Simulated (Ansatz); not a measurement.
# Si2W: the cost of one run

Method: DFT PBE, scalar-relativistic, plane waves, PAW, in Ansatz 0.2.0.

### Step 1. The starting structure

Symmetry: Pnnm, No. 58, orthorhombic system. Conventional cell: a = 4.950 Å, b = 5.100 Å, c = 3.332 Å, α = 90.00°, β = 90.00°, γ = 90.00°. Si (site symmetry m) is surrounded by 3 W at 2.14 to 2.19 Å. W (site symmetry 2/m) is surrounded by 6 Si at 2.14 to 2.19 Å.

As a file:

```cif
data_structure
_symmetry_space_group_name_H-M 'Pnnm'
_symmetry_Int_Tables_number 58
_cell_length_a 4.9497
_cell_length_b 5.1004
_cell_length_c 3.3316
_cell_angle_alpha 90.000
_cell_angle_beta 90.000
_cell_angle_gamma 90.000
_cell_volume 84.11
loop_
_atom_site_label
_atom_site_type_symbol
_atom_site_symmetry_multiplicity
_atom_site_Wyckoff_symbol
_atom_site_fract_x
_atom_site_fract_y
_atom_site_fract_z
_atom_site_occupancy
Si1 Si 4 g 0.22500 0.82500 0.50000 1
W1 W 2 a 0.50000 0.50000 0.50000 1
```

(A quick probe on a coarse mesh, which set the mesh and smearing, is not shown.)

### Step 3. A loose first relaxation

Contents of input.yaml:

```yaml
crystal:
  lattice:
    - [4.9497363965, 0.0, 0.0]
    - [0.0, 5.100449524, 0.0]
    - [0.0, 0.0, 3.3315533438]
  atoms:
    - { symbol: Si, position: [0.225, 0.825, 0.5] }
    - { symbol: Si, position: [0.725, 0.675, 0.0] }
    - { symbol: Si, position: [0.775, 0.175, 0.5] }
    - { symbol: Si, position: [0.275, 0.325, 0.0] }
    - { symbol: W, position: [0.5, 0.5, 0.5] }
    - { symbol: W, position: [0.0, 0.0, 0.0] }
basis:
  ecutwfc: 420
kpoints:
  mp_grid: { grid: [4, 4, 6] }
hamiltonian:
  xc: pbe
scf:
  occupations: { method: gaussian, width: 0.1 }
  lower_state_search: "off"
output:
  forces: true
  stress: true
  eigenvalues: true
relax:
  adjacent_minimum: "off"
  f_tol: 0.04
  max_steps: 70
  cell: { stress_tol: 0.4 }
```

The run is started by

```bash
ansatz run input.yaml --threads 1 --pin off --max-ram 2560MiB --backend cpu --events-out ev --progress --plain --runs-dir out
```

**Question.** How long does this run take on 1 thread of Intel Xeon Platinum 8259CL at 2.50GHz (Skylake/Cascade Lake), shared host, and how much memory does it need?

About 2.8 min, with a peak of 0.47 GiB.
